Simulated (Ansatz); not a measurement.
# GaSb (F-43m) in Ansatz: a series of runs

One crystal, GaSb, is run at these levels: PBE, RPBE+D3(BJ); tasks: single point, relaxation of cell and atoms.

All numbers are computed with Ansatz 0.2.0; they aren't measurements. Logs are shortened: lines on timing, memory, paths and dates and some standing lists are left out, and cuts for length are marked.

**Measured values to compare with.**

A printed reference work, data compilation reports, for a bulk crystal of GaSb at 4.2 K: band gap 0.811 eV (direct).

How close the calculation comes is told below.

### 1 Starting point

The structure is cubic, space group F-43m (No. 216). The conventional cell has a = 6.118 Å, b = 6.118 Å, c = 6.118 Å, α = 90.00°, β = 90.00°, γ = 90.00°. Sb (site symmetry -43m) is surrounded by 4 Ga at 2.65 Å. Around Ga (site symmetry -43m) lie 4 Sb at 2.65 Å.

### 2 Single point, PBE

Contents of input.yaml:

```yaml
crystal:
  lattice:
    - [0.0, 3.059, 3.059]
    - [3.059, 0.0, 3.059]
    - [3.059, 3.059, 0.0]
  atoms:
    - { symbol: Sb, position: [0.75, 0.75, 0.75] }
    - { symbol: Ga, position: [0.0, 0.0, 0.0] }
kpoints:
  mp_grid: { grid: [8, 8, 8] }
scf:
  occupations: { method: gaussian, width: 0.016 }
hamiltonian:
  xc: pbe
  pseudopotentials: { kind: all_electron, lapw: { basis_error: 0.001 } }
output:
  forces: true
  stress: true
  eigenvalues: true
```

Potentials or basis: all-electron LAPW, scalar-relativistic.

The run is started by

```
ansatz run input.yaml --threads 1 --pin off --max-ram 3072MiB --backend cpu --events-out ev --progress --plain --runs-dir out
```

What it wrote:

```text
Warning: RAYON_NUM_THREADS=1 ignored (pool sized by the plan → 1); use --threads N
LAPW: plane waves up to 8.544 Å⁻¹, error target 1.0e-3 eV per atom; small_component_spin mean_spin; Ga in spheres of 1.300 Å, 21 of its electrons in bands, Dirac shells []; Sb in spheres of 1.350 Å, 23 of its electrons in bands, Dirac shells [] (how accurate: hamiltonian.pseudopotentials.lapw.basis_error, Limitations)
Engine: ansatz 0.2.0, x86_64-unknown-linux-gnu
Pseudopotentials: kind: all_electron
Pseudopotential: Sb, LAPW, valence charge 23, lapw/all_electron/scalar/gaussian/Sb, Koelling and Harmon's equation, gaussian nucleus
Pseudopotential: Ga, LAPW, valence charge 21, lapw/all_electron/scalar/gaussian/Ga, Koelling and Harmon's equation, gaussian nucleus
Functional definition: PBE
  parameter kappa = 0.804
  parameter beta = 0.06672455060314922
  exchange = pbe_x(kappa = kappa, mu = beta*pi^2/3)
  correlation = pbe_c(beta = beta)
Crystal: 2 atoms, lattice volume = 57.249 Å³
Basis set: ecut = 278.12023694752486 eV, 609 PW (Γ), exchange–correlation at level 2
Bands: 27, of which v1, the nominal top of the filled ones, is band 22 counted from 1 (21 counted from 0)
Symmetry: 24 space group operations
Space group: F-43m (ITA 216), of the structure as read, at distance tolerance 3.9e-5 Å
k-points: 29 of 512 (time reversal used)
Non-local potential: Sb, projectors of the file, none
Non-local potential: Ga, projectors of the file, none
Initial density: superposition of atomic densities (chi_scale 0.1, normalization cell, long waves kept (reshape's long-wave potential 0.00 eV rms))
Initial wavefunctions: plane waves of lowest kinetic energy (no species holds an atomic orbital)
Functional: x = pbe(κ = 0.804, μ = 0.2195149727645171), c = pbe(β = 0.06672455060314922)
iter 1 solved again at ethr=6.79e-4 eV; its pass at ethr=1.00e-1 eV (dr2=2.99e-1 eV) is discarded
SCF iter   1: F=—  HF=-229268.400737 eV  |F-HF|=—  |Δ(HF+E_count)|=         —  Δρ=2.12e-2  dr2=3.00e-1  ethr=6.79e-4  ⟨swp⟩=2.7  Hψ=5038  notcnv=0
preconditioner: auto → none  [insulator: Δε(μ)=0.085 eV  Ē_g=15.096 eV  σ=0.016 eV  W_gap=1.00  n_scr=14 (ndim 8)  ℏωp=20.8 eV  f_vac=0.121  D(μ)=0.00/eV (n_scr^D=0)  ε∞_Penn≈2.9]
SCF iter   2: F=—  HF=-229268.351881 eV  |F-HF|=—  |Δ(HF+E_count)|=   4.89e-2  Δρ=9.70e-3  dr2=6.15e-2  ethr=6.79e-4  ⟨swp⟩=2.0  Hψ=2320  notcnv=0
iter 3 solved again at ethr=1.34e-5 eV; its pass at ethr=1.40e-4 eV (dr2=5.90e-3 eV) is discarded
SCF iter   3: F=—  HF=-229268.355760 eV  |F-HF|=—  |Δ(HF+E_count)|=   3.88e-3  Δρ=2.80e-3  dr2=5.92e-3  ethr=1.34e-5  ⟨swp⟩=2.0  Hψ=3940  notcnv=0
SCF iter   4: F=—  HF=-229268.343723 eV  |F-HF|=—  |Δ(HF+E_count)|=   1.20e-2  Δρ=4.53e-4  dr2=7.73e-5  ethr=1.34e-5  ⟨swp⟩=2.0  Hψ=2321  notcnv=0
SCF iter   5: F=—  HF=-229268.343869 eV  |F-HF|=—  |Δ(HF+E_count)|=         —  Δρ=1.09e-4  dr2=5.69e-6  ethr=1.76e-7  ⟨swp⟩=3.0  Hψ=2310  notcnv=0
the basis was enlarged: its passes take 123.1 KiB over the memory plan, 1 of 1 planned eigensolver slots
SCF iter   6: F=—  HF=-229268.343880 eV  |F-HF|=—  |Δ(HF+E_count)|=   1.09e-5  Δρ=2.01e-5  dr2=3.70e-7  ethr=1.29e-8  ⟨swp⟩=3.0  Hψ=2293  notcnv=0
SCF iter   7: F=-229268.343880 eV  HF=-229268.343880 eV  |F-HF|=5.87e-8  |Δ(HF+E_count)|=   2.93e-7  Δρ=7.12e-6  dr2=2.89e-8  ethr=8.40e-10  ⟨swp⟩=3.0  Hψ=2293  notcnv=0
SCF 1 converged in 7 iterations: F = -229268.343880 eV  dr2 = 2.89e-8
SCF converged after 7 iterations
Free energy (F): -229268.343880 eV
Harris-Foulkes:  -229268.343880 eV  (|F-HF|=5.87e-8)
Internal energy: -229268.343866 eV  (E = F + TS)
E sigma→0 (E₀):  -229268.343873 eV
Entropy (-TS):   -0.000014 eV (-0.007 meV/atom)
Fermi energy:    9.802916 eV
--- Per-component energies (eV) ---
  E_band       = -1771.282064
  E_kinetic    = 239813.603800
  E_xc         = -6703.719049
  E_electrostatic = -462378.228617  (all electrons and nuclei)
  E_smearing   = -0.000014  (= −TS)
  E_closure    = 0.000000  (closes the sum)
  E_atoms      = -229261.009040  (free atoms, spherical and without spin; not in F)
  Σ components = -229268.343880   (vs F -229268.343880, Δ=0.00e0)
  Basis errors (estimates in eV, not in F): energy 4.4e-4 per atom: plane waves 3.9e-4 (2.3e-4 summed), levels above the bands 0.0e0, relativity 3.7e-8, radial functions 4.3e-5, core shells 4.6e-8; eigenvalues (radial functions only) 9.2e-7; not estimated: angular momenta, meshes, grids; target (lapw.basis_error) 1.0e-3; muffin-tin radii Ga 1.300 Å, Sb 1.350 Å
--- Forces (eV/Å), atoms counted from 1 ---
  atom   1  Sb    -0.00000000     0.00000000     0.00000000
  atom   2  Ga     0.00000000    -0.00000000     0.00000000
  max |Σ_I F_I| component: 1.45e-17 eV/Å
--- Stress (GPa, compression-positive) ---
        2.295141      -0.000000      -0.000000
       -0.000000       2.295141       0.000000
       -0.000000       0.000000       2.295141
  P = ⅓ Tr σ = 2.2951 GPa (22.951 kbar)
--- Band table (eV; the first three rows and the last of 29) ---
  k-point 0: bands = ["-134.1829", "-134.0872", "-87.1523", "-87.1523", "-87.1523", "-84.8170", "-84.8170", "-84.8170", "-18.9835", "-18.9835", "-18.9835", "-18.9641", "-18.9641", "-5.2153", "-5.2153", "-5.2153", "-5.1663", "-5.1663", "-1.6955", "9.7808", "9.7808", "9.7808", "9.8192", "12.5689", "12.5689", "12.5689", "15.5965"]
  k-point 1: bands = ["-134.1829", "-134.0872", "-87.1523", "-87.1523", "-87.1523", "-84.8170", "-84.8170", "-84.8170", "-18.9834", "-18.9830", "-18.9830", "-18.9640", "-18.9640", "-5.2196", "-5.2134", "-5.2134", "-5.1665", "-5.1665", "-1.5354", "7.7758", "9.5285", "9.5285", "10.8167", "12.9151", "12.9151", "13.2151", "16.4249"]
  k-point 2: bands = ["-134.1829", "-134.0872", "-87.1523", "-87.1523", "-87.1523", "-84.8170", "-84.8170", "-84.8170", "-18.9832", "-18.9820", "-18.9820", "-18.9638", "-18.9638", "-5.2298", "-5.2091", "-5.2091", "-5.1669", "-5.1669", "-1.0799", "5.7606", "9.0811", "9.0811", "10.5943", "13.4337", "13.4337", "14.9907", "16.9927"]
  k-point 28: bands = ["-134.1829", "-134.0872", "-87.1524", "-87.1524", "-87.1523", "-84.8170", "-84.8170", "-84.8170", "-18.9829", "-18.9812", "-18.9775", "-18.9646", "-18.9622", "-5.2554", "-5.1967", "-5.1921", "-5.1721", "-5.1670", "0.7965", "3.1160", "6.4392", "6.6605", "13.4708", "14.1164", "14.2034", "14.5545", "19.7370"]
```

It took 29 s on 1 thread of Intel Xeon at 2.50GHz (Skylake/Cascade Lake), shared host; peak memory 0.33 GiB.

What came out:

- Free energy: -229268.3439 eV
- Pressure: 2.3 GPa
- Band gap on the k mesh: 0.04 eV, direct

Caveat: spin-orbit coupling is left out, which moves the levels of the heavy elements.

### 3 Relaxation of cell and atoms, RPBE+D3(BJ)

Changes to input.yaml since step 2:

```diff
@@ -11,5 +11,6 @@
 scf:
-  occupations: { method: gaussian, width: 0.016 }
+  occupations: { method: fermi_dirac, width: 0.05 }
 hamiltonian:
-  xc: pbe
+  xc: rpbe
+  dispersion: d3bj
   pseudopotentials: { kind: all_electron, lapw: { basis_error: 0.001 } }
@@ -18,2 +19,5 @@
   stress: true
-  eigenvalues: true
+relax:
+  f_tol: 0.01
+  max_steps: 60
+  cell: {}
```

Potentials or basis: all-electron LAPW, scalar-relativistic.

The run is started by

```
ansatz run input.yaml --threads 1 --pin off --max-ram 3072MiB --backend cpu --events-out ev --progress --plain --runs-dir out
```

Run time: 1.7 min. Hardware: 1 thread of Intel Xeon at 2.50GHz (Skylake/Cascade Lake), shared host; peak memory 0.37 GiB.

Results (log left out):

```
Free energy                            : -229285.7470 eV
Relaxed volume                         : 25.67 Å³/atom
Relaxed cell                           : a = 4.172 Å, b = 4.172 Å, c = 4.172 Å, α = 60.00°, β = 60.00°, γ = 60.00°
Space group after relaxing (to 0.05 Å) : F-43m (No. 216)
Energy gained by relaxing              : 57.9 meV/atom
Ionic steps                            : 5
Pressure after relaxing                : 0.0 GPa
Band gap on the k mesh                 : 0.73 eV
```

Step by step:
```tsv
step	energy change (eV)	largest force (eV/Å)	volume (Å³)
1	0.0000	0.0000	57.25
2	-0.0990	0.0000	49.33
3	-0.1151	0.0000	51.71
4	-0.1158	0.0000	51.33
5	-0.1158	0.0000	51.33
```

Final structure:
```
Sb Ga
1.0
     0.00000    2.94972    2.94972
     2.94972    0.00000    2.94972
     2.94972    2.94972    0.00000
Sb Ga
1 1
Direct
  0.75000 0.75000 0.75000
  0.00000 0.00000 0.00000
```

Caveat: spin-orbit coupling is left out, which moves the levels of the heavy elements; the volume moved by -10 % from the deposited cell, more than functionals usually miss. A k mesh can miss the band edges.

### 4 Comparison with measurements

Step 2. Measured gap of GaSb: 0.811 eV (direct; 4.2 K; a printed reference work, data compilation). This calculation gives 0.04 eV (-0.77 eV). Spin-orbit coupling on Ga, Sb is left out. The value is that of PBE on a finite k mesh, which can miss the band edges, without temperature or zero-point motion. Semilocal functionals fall short of measured gaps as a rule.
